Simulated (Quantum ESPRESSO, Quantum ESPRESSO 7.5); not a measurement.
# Notes on a first attempt at the lattice constant of Li6PS5I

*A beginner's notebook, kept as written. Several of its settings and conclusions are unsound; a review follows at the end.*

## Background

The number I want to reproduce is the cubic lattice parameter of the argyrodite Li6PS5I, 10.1414 ± 0.0001 Å, from diffraction. I took it from "Realizing long-cycling all-solid-state Li-In||TiS2 batteries using Li6+xMxAs1-xS5I (M=Si, Sn) sulfide solid electrolytes" (2023, PubMed Central 10333182). That work is mainly about other compounds, lithium thioarsenate iodides with silicon or tin put in. They were ball milled and annealed, then studied by X-ray diffraction and impedance spectroscopy, and the best one was tested in solid-state cells. The value for Li6PS5I is quoted there from the literature for comparison, so it was not measured on those samples. The temperature is not given with the value.

| compared with | measured | source's wording or label | method |
| --- | --- | --- | --- |
| a (Å) | 10.1414 ± 0.0001 | 10.1414 ± 0.0001 A | diffraction |

Conditions are those given with the value in the passage it was taken from; "not stated" means there, and the paper may say more elsewhere. The values are a selection: others may have been left out beforehand as unlike or outlying.

## Strategy

I want the computer to give me the lattice constant a of Li6PS5I. The model is the primitive cell with 13 atoms, and both the cell and the atoms are allowed to relax. The database structure starts at 10.141 Å, which is practically the measured value, so I expect it to stay about there.

I will call it a success if a comes out within 0.05 Å of the measured number. I have no deep reason for that; it is a difference I would be content with in a talk. I will use PBEsol because I have read that it is good for lattice constants of solids. If the first number is close I will stop there, and if not I will change settings until it improves.

System: Li6PS5I, argyrodite; F-43m (No. 216), 13 atoms in the primitive cell; the database structure is a database entry's sites in a cell taken from published measurements: a = 10.141 Å; structure from the Materials Project.

On the selection of runs and values: Further runs on this system are not shown.

## 1. A quick relaxation with tutorial settings

The silicon tutorial I worked through used a cutoff of 20 Ry and a 4x4x4 k mesh, and it ran without trouble, so I am using the same here with PBEsol. A low cutoff is also quick. I expect something near 10.14 Å by this afternoon.

**Run 1.** Quantum ESPRESSO 7.5: PBEsol, GBRV ultrasoft potentials, cell and atoms relaxed from the database structure, cutoff 20 Ry (density 160 Ry), 4x4x4 k mesh, Gaussian smearing 0.02 eV.

Key lines of the input:
```
! potential files: GBRV ultrasoft potentials, made for PBEsol
&control
  calculation = 'vc-relax'
  forc_conv_thr = 2.0d-4
  etot_conv_thr = 1.0d-5
  nstep = 30
/
&system
  nat = 13
  ntyp = 4
  ecutwfc = 20
  ecutrho = 160
  nbnd = 36
  occupations = 'smearing'
  smearing = 'gaussian'
  degauss = 0.00147
/
&electrons
  conv_thr = 1.0d-8
  electron_maxstep = 60
/
&ions
/
&cell
  press_conv_thr = 0.5
/
ATOMIC_SPECIES
  Li 6.940 Li.upf
  P 30.974 P.upf
  S 32.060 S.upf
  I 126.904 I.upf
[... cell and positions ...]
K_POINTS automatic
  4 4 4 0 0 0
```

Command:
```
OMP_NUM_THREADS=1 mpirun -n 4 pw.x -nk 4 -in relax.in > relax.out
```

Selected lines of the output:
```
          total   stress  (Ry/bohr**3)                   (kbar)     P=       -0.21
     bfgs converged in   9 scf cycles and   8 bfgs steps
          total   stress  (Ry/bohr**3)                   (kbar)     P=      -68.93
```

Converged; 1.7 min on 4 cores of Arm Neoverse V1, shared host.

| quantity | run 1 | measured | deviation |
| --- | --- | --- | --- |
| a (Å) | 9.621 | 10.1414 ± 0.0001 | −0.520 (−5.1 %) |
| conventional cell volume (Å³) | 890.6 |  |  |
| final pressure (GPa) | −6.893 |  |  |

The lattice constant came out at 9.621 Å, which is 0.520 Å too short and far outside my 0.05 Å. The output says that bfgs converged in 9 scf cycles, so the calculation itself is fine and the error must come from PBEsol. There is also a pressure of −68.93 kbar at the end, but it was −0.21 just before, and I take the small one as the real result because it belongs to the relaxation.

## 2. Adding a dispersion correction

I have read that ordinary functionals leave out van der Waals forces, and iodide is a big soft ion, so that is probably what is missing. I am switching on D3(BJ) with PBEsol. I am also putting the cutoff at 45 Ry, since a more complicated method probably needs a bigger number there. I expect the cell to open up again towards 10.14 Å.

**Run 2.** Quantum ESPRESSO 7.5: PBEsol+D3(BJ), GBRV ultrasoft potentials, cell and atoms relaxed from the database structure, cutoff 45 Ry (density 360 Ry), 4x4x4 k mesh, Gaussian smearing 0.02 eV.

Key lines of the input, as changed from run 1:
```diff
  &control
-   nstep = 30
+   nstep = 60
  &system
-   ecutwfc = 20
-   ecutrho = 160
+   ecutwfc = 45
+   ecutrho = 360
+   vdw_corr = 'dft-d3'
+   dftd3_version = 4
  &electrons
-   electron_maxstep = 60
+   electron_maxstep = 100
+   mixing_beta = 0.4
```

Command:
```
OMP_NUM_THREADS=1 mpirun -n 8 pw.x -nk 8 -in relax.in > relax.out
```

Selected lines of the output:
```
     bfgs converged in   8 scf cycles and   7 bfgs steps
          total   stress  (Ry/bohr**3)                   (kbar)     P=        0.01
```

Converged; 5.2 min on 8 cores of Arm Neoverse N1, shared host.

| quantity | run 2 | measured | deviation |
| --- | --- | --- | --- |
| a (Å) | 10.037 | 10.1414 ± 0.0001 | −0.104 (−1.0 %) |
| conventional cell volume (Å³) | 1011.2 |  |  |
| final pressure (GPa) | 0.001 |  |  |

The van der Waals correction has worked. The lattice constant went from 9.621 to 10.037 Å, so most of the error is gone, and dispersion was clearly what PBEsol was missing. The pressure at the end is now 0.01 kbar as well, so D3 seems to be good for the pressure too. I am still 0.104 Å short, which is about twice what I allowed myself.

## 3. Trying LDA instead

The rest of the gap must be the functional, so I am changing that. I have read that LDA gives a good layer spacing for graphite without any added correction, and if it can manage van der Waals forces there it should manage them here. I am leaving the cutoff and the k mesh alone and expect a to land between 10.1 and 10.2 Å.

**Run 3.** Quantum ESPRESSO 7.5: LDA, GBRV ultrasoft potentials, cell and atoms relaxed from the database structure, cutoff 45 Ry (density 360 Ry), 4x4x4 k mesh, Gaussian smearing 0.02 eV.

Key lines of the input, as changed from run 2:
```diff
- ! potential files: GBRV ultrasoft potentials, made for PBEsol
+ ! potential files: GBRV ultrasoft potentials, made for LDA
  &system
-   vdw_corr = 'dft-d3'
-   dftd3_version = 4
```

Selected lines of the output:
```
     bfgs converged in   8 scf cycles and   7 bfgs steps
          total   stress  (Ry/bohr**3)                   (kbar)     P=        0.01
```

Converged; 5.6 min on 4 cores of Arm Neoverse V1, shared host.

| quantity | run 3 | measured | deviation |
| --- | --- | --- | --- |
| a (Å) | 10.040 | 10.1414 ± 0.0001 | −0.101 (−1.0 %) |
| conventional cell volume (Å³) | 1012.1 |  |  |
| final pressure (GPa) | 0.001 |  |  |

LDA gives 10.040 Å, only 0.003 Å away from the run with D3, and still 0.101 Å too short. I had expected at least 10.1 Å. Two different methods now agree on almost the same number, so I think the functional hardly matters for this compound and something else in the settings is holding the cell too small.

## 4. Changing the k mesh

In runs 1 to 3 the k mesh stayed the one from the silicon tutorial, so that is the setting I turn to now. Silicon has two atoms in its cell and this has 13, and I have read that large cells need only one k point, so I am going down to 1x1x1. I am going back to plain PBEsol for this, because D3 did not get me to the measured value and LDA did just as well without it. I hope the cell will come out larger this time.

**Run 4.** Quantum ESPRESSO 7.5: PBEsol, GBRV ultrasoft potentials, cell and atoms relaxed from the database structure, cutoff 45 Ry (density 360 Ry), 1x1x1 k mesh, Gaussian smearing 0.02 eV.

Key lines of the input, as changed from run 1:
```diff
  &system
-   ecutwfc = 20
-   ecutrho = 160
+   ecutwfc = 45
+   ecutrho = 360
  K_POINTS automatic
-   4 4 4 0 0 0
+   1 1 1 0 0 0
```

Command:
```
OMP_NUM_THREADS=1 mpirun -n 4 pw.x -nk 1 -in relax.in > relax.out
```

Selected lines of the output:
```
     number of k points=     1  Gaussian smearing, width (Ry)=  0.0015
     bfgs converged in  10 scf cycles and   9 bfgs steps
```

Converged; took 3.4 min. Warnings: WARNING: bfgs curvature condition failed, Theta= 0.960.

| quantity | run 4 | measured | deviation |
| --- | --- | --- | --- |
| a (Å) | 10.422 | 10.1414 ± 0.0001 | +0.281 (+2.8 %) |
| conventional cell volume (Å³) | 1132.0 |  |  |
| final pressure (GPa) | −0.014 |  |  |

Now the cell is too large: 10.422 Å, which is 0.281 Å over the measured value. So the k mesh was what held it small, and it is a strong knob. There was a warning that the bfgs curvature condition failed, but the run converged after it, so I am leaving that alone.

## 5. A k mesh in between

With 4x4x4 the lattice constant was too short and with 1x1x1 it is too long, so the right mesh should be somewhere between them. I am taking 2x2x2 with PBEsol and keeping everything else as it is. I expect it to come down close to 10.14 Å, and then I can use that mesh for the other argyrodites too.

**Run 5.** Quantum ESPRESSO 7.5: PBEsol, GBRV ultrasoft potentials, cell and atoms relaxed from the database structure, cutoff 45 Ry (density 360 Ry), 2x2x2 k mesh, Gaussian smearing 0.02 eV.

Key lines of the input, as changed from run 3:
```diff
- ! potential files: GBRV ultrasoft potentials, made for LDA
+ ! potential files: GBRV ultrasoft potentials, made for PBEsol
  K_POINTS automatic
-   4 4 4 0 0 0
+   2 2 2 0 0 0
```

Command:
```
OMP_NUM_THREADS=1 mpirun -n 4 pw.x -nk 2 -in relax.in > relax.out
```

Selected lines of the output:
```
     number of k points=     3  Gaussian smearing, width (Ry)=  0.0015
     bfgs converged in   8 scf cycles and   7 bfgs steps
```

Converged; took 4.2 min.

| quantity | run 5 | measured | deviation |
| --- | --- | --- | --- |
| a (Å) | 10.221 | 10.1414 ± 0.0001 | +0.080 (+0.8 %) |
| conventional cell volume (Å³) | 1067.9 |  |  |
| final pressure (GPa) | −0.007 |  |  |

The 2x2x2 mesh gives 10.221 Å, which is closer than 1x1x1 but still 0.080 Å too long, so it misses my 0.05 Å. It did move in the direction I wanted. I think a slightly denser mesh would bring it onto the measured value, but I have spent enough time on this and am stopping here. I will put down 10.221 Å as my result, since it is the closest of the five, and use the 2x2x2 mesh for the other argyrodites.

## Results at a glance

| run | settings | a (Å) | deviation | cost |
| --- | --- | --- | --- | --- |
| 1 | PBEsol, cutoff 20 Ry (density 160 Ry), 4x4x4 k mesh | 9.621 | −0.520 (−5.1 %) | 6.8 core-min |
| 2 | PBEsol+D3(BJ), cutoff 45 Ry (density 360 Ry), 4x4x4 k mesh | 10.037 | −0.104 (−1.0 %) | 41 core-min |
| 3 | LDA, cutoff 45 Ry (density 360 Ry), 4x4x4 k mesh | 10.040 | −0.101 (−1.0 %) | 22 core-min |
| 4 | PBEsol, cutoff 45 Ry (density 360 Ry), 1x1x1 k mesh | 10.422 | +0.281 (+2.8 %) | 13 core-min |
| 5 | PBEsol, cutoff 45 Ry (density 360 Ry), 2x2x2 k mesh | 10.221 | +0.080 (+0.8 %) | 17 core-min |
|  | measured | 10.1414 ± 0.0001 |  |  |

## State of play

I am closing this with a = 10.221 Å for Li6PS5I, from PBEsol with the 2x2x2 k mesh. The measured value is 10.1414 Å, so I am 0.080 Å too long and have missed the 0.05 Å I set myself. It is still the closest of my five numbers, and at 0.8 % I think it can go into the group talk as "good agreement".

What I take from this is that the k mesh is the setting to adjust. The 1x1x1 mesh gave 10.422 Å and the 2x2x2 mesh brought that down by 0.201 Å, whereas LDA and PBEsol with D3 differed by just 0.003 Å. So the choice of functional does not seem to matter much for this material, and I would not spend more time on it. The 4x4x4 mesh from the silicon tutorial makes the cell too small, so more k points are not always better.

For the other argyrodites I plan to keep PBEsol and the 2x2x2 mesh, and to subtract 0.080 Å from whatever comes out. All the runs converged, so I do not see a reason to repeat any of them.

## An expert's review

Further runs made for the review:

| reviewer's run | settings | a (Å) | deviation | cost |
| --- | --- | --- | --- | --- |
| R1 | PBEsol, GBRV ultrasoft potentials, cutoff 45 Ry (density 360 Ry), 4x4x4 k mesh | 10.200 | +0.058 (+0.6 %) | 21 core-min |
| R2 | PBEsol, GBRV ultrasoft potentials, cutoff 61 Ry (density 488 Ry), 4x4x4 k mesh | 10.200 | +0.059 (+0.6 %) | 64 core-min |
| R3 | PBEsol, PseudoDojo norm-conserving potentials, cutoff 74 Ry, 4x4x4 k mesh | 10.199 | +0.058 (+0.6 %) | 35 core-min |
|  | measured | 10.1414 ± 0.0001 |  |  |

PBEsol was a sensible choice, but the plan was not. A relaxation goes to the functional's own minimum, so starting at the measured cell promises nothing, and changing settings until the number improves is tuning, not testing.

Run 1 borrowed silicon's cutoff, which is far too low for these potentials. The warning was the final pressure of −68.93 kbar, computed on a fresh basis; the small value before it belonged to the basis of the starting cell. "Converged" meant only that the optimiser had stopped. At 45 Ry, with the same functional and mesh, R1 gives 10.200 Å instead of 9.621 Å, for 21 core-minutes instead of 6.8. The error was not PBEsol's.

Run 2 changed the cutoff and added D3 together, then credited D3 with the gain. The cutoff opened the cell and cured the pressure (runs 3 to 5, at the same cutoff without D3, also end near zero pressure); compared with R1, D3 shortens a by 0.163 Å, as an added attraction would. The higher cutoff was needed for the potentials, not for D3.

Run 3 kept the cutoff and mesh fixed, which was right. However, LDA contains no proper van der Waals forces, and its graphite spacing owes much to cancelling errors. Its agreement with PBEsol+D3 does not make the functional unimportant: plain PBEsol in R1 lies 0.160 Å above LDA.

Run 4 treated 13 atoms as a large cell, which it is not. One k point makes a 0.222 Å too long compared with R1. The rise from run 2 also includes the removal of D3, and the rise from run 3 the change from LDA to PBEsol, so the mesh had not been holding the cell small. Leaving the curvature warning alone was reasonable, since the optimiser recovered.

Run 5 sought a mesh between "too short" and "too long", but the short 4x4x4 results came from the low cutoff, D3 and LDA. A mesh should be refined until the answer settles, not fitted to experiment. R1, the same calculation as run 5 on the denser 4x4x4 mesh, is 0.021 Å shorter and still too long, at little extra cost. That run 5 came closest of the five is chance: plain PBEsol with both an adequate cutoff and the denser mesh is not shown among the notebook's five runs. The value of run 5 carries a mesh error and should not be the one reported as "good agreement".

The other argyrodites should therefore get the 4x4x4 mesh as a starting point, with its convergence checked. Subtracting 0.080 Å would carry over a mesh error and a compound-specific discrepancy. Runs 1, 4 and 5 did need repeating.

The 0.05 Å target was arbitrary; it is roughly the error one may expect of a good functional, so a result on either side of it has to be read together with what the model leaves out. Raising the cutoff (R2) or changing the potentials (R3) moves a by only about 0.001 Å. A mesh denser than 4x4x4 is not shown in this report, so that setting remains unchecked. With this caveat, PBEsol gives about 10.20 Å, 0.058 Å or 0.6 % too long: fair agreement, but still just outside the target. The remainder is unexplained. The model replaces disordered lithium with one symmetric arrangement, and the functional has its own error. Thermal expansion, absent from the calculation, would probably widen the gap for plain PBEsol and narrow it for runs 2 and 3, which are too short, so the raw deviations alone do not rank the three methods. The measured value is quoted secondhand without a temperature, so its original source deserves checking, though nothing here shows it to be wrong.

[Logs are printed without paths, hosts, clocks, repeated set-up lines and the standing remarks that a program may print on its own settings, such as how far it seeks lower states.]

[The runs shown are a pick from a larger set of finished runs; failed, doubtful and other runs were left out of it ahead of writing. So were measured values far from every level or from commonly accepted values, and agreement can look better than it is. Lines of input and output are excerpts and may be shortened.]
